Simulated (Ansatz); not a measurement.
SbPt:

```xyz
4
Lattice="4.1200 0.0000 0.0000 -2.0600 3.5680 0.0000 0.0000 0.0000 5.4700" Properties=species:S:1:pos:R:3 pbc="T T T"
Pt    0.0000    0.0000    2.7350
Pt    0.0000    0.0000    0.0000
Sb    2.0600    1.1893    4.1025
Sb    0.0000    2.3787    1.3675
```

| Item | Value |
| --- | --- |
| Program | Ansatz 0.2.0 |
| Task | relaxation of cell and atoms |
| Functional | LDA |
| Potentials or basis | Ansatz PAW |
| Cutoff | 420 eV (not typed: the program's choice for these potentials) |
| k mesh | 8 × 8 × 5 |
| Occupations | fermi-dirac, width 0.05 eV |
| Spin | no spin polarisation |
| Hubbard terms | Pt d U = 8 eV |

At the start: volume 20.10 Å³/atom.

Question: Where does the relaxation end?

Answer: It ends after 5 steps and the volume is 20.42 Å³/atom (+1.6 %); space group P6_3/mmc (No. 194, to 0.05 Å).

Step by step:
| step | energy change (eV) | largest force (eV/Å) | volume (Å³) |
| --- | --- | --- | --- |
| 1 | 0.0000 | 0.0000 | 80.41 |
| 2 | 0.0002 | 0.0000 | 83.97 |
| 3 | -0.0288 | 0.0000 | 81.89 |
| 4 | -0.0291 | 0.0000 | 81.68 |
| 5 | -0.0295 | 0.0000 | 81.68 |

Final structure:
```cif
data_structure
_symmetry_space_group_name_H-M 'P 1'
_symmetry_Int_Tables_number 1
_cell_length_a 4.0992
_cell_length_b 4.0992
_cell_length_c 5.6128
_cell_angle_alpha 90.000
_cell_angle_beta 90.000
_cell_angle_gamma 120.000
_cell_volume 81.68
loop_
_atom_site_label
_atom_site_type_symbol
_atom_site_fract_x
_atom_site_fract_y
_atom_site_fract_z
_atom_site_occupancy
Pt1 Pt 0.00000 0.00000 0.50000 1
Pt2 Pt 0.00000 0.00000 0.00000 1
Sb1 Sb 0.66667 0.33333 0.75000 1
Sb2 Sb 0.33333 0.66667 0.25000 1
```

Caveat: the plane-wave basis is chosen anew once the cell has moved, so the energies of steps on either side of that aren't comparable; U without spin polarisation on a metal has little footing; the PAW data sets come from PBE, with cores solved anew for the run's functional, which leaves a small shift of forces and pressure; the U is typed as a test and isn't derived for this compound.
